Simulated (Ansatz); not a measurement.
Ca:

```
CELL_PARAMETERS angstrom
-2.09649 2.10173 2.44535
2.09649 -2.10173 2.44535
2.09649 2.10173 -2.44535
ATOMIC_POSITIONS crystal
Ca 0.50000 0.50000 0.00000
```

This isn't the form of Ca at room conditions, which is fcc.

Base run:

| Quantity | Value |
| --- | --- |
| Program | Ansatz 0.2.0 |
| Functional | PBE |
| Potentials or basis | all-electron LAPW, scalar-relativistic |
| Cutoff | 85 eV (chosen from the basis error) |
| Basis error allowed | 0.001 eV/atom |
| k mesh | 9 × 9 × 9 |
| Occupations | gaussian, width 0.02 eV |
| Spin | no spin polarisation |

Its results: band gap on the k mesh none (metal or under the smearing width); pressure -0.4 GPa.

Q: The run is repeated on the same cell with these changes: functional from PBE to RPBE; occupations from gaussian, width 0.02 eV to gaussian, width 0.1 eV. What comes out?

A: Band gap on the k mesh none (metal or under the smearing width); pressure 0.5 GPa.
